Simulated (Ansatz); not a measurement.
The system is Te2Mo.

```
Te Mo
1.0
     3.51820    0.00000    0.00000
    -1.75910    3.04685    0.00000
     0.00000    0.00000   13.97360
Te Mo
4 2
Direct
  0.66667 0.33333 0.37900
  0.33333 0.66667 0.87900
  0.66667 0.33333 0.12100
  0.33333 0.66667 0.62100
  0.66667 0.33333 0.75000
  0.33333 0.66667 0.25000
```

Program: Ansatz 0.2.0. Alike in all runs: potentials or basis Ansatz PAW; cell as given; cutoff (eV) 420.

Task: Order these runs on this cell by their pressure, lowest first.
A. level LDA; spin SOC, no magnetisation; k mesh 7 × 7 × 2; smearing fermi-dirac 0.05 eV; points for each segment of the path 14
B. level PBE; spin off; k mesh 9 × 9 × 2; smearing gaussian 0.015 eV
C. level PBEsol; spin off; k mesh 9 × 9 × 2; smearing fermi-dirac 0.05 eV; points for each segment of the path 14

Result: A (-2.9 GPa), C (-1.1 GPa), B (2.9 GPa).

Caveats: this functional lacks dispersion, which binds the layers, so the pressure and a relaxed spacing across them are unreliable (some runs); the PAW data sets come from PBE, with cores solved anew for the run's functional, which leaves a small shift of forces and pressure (some runs).
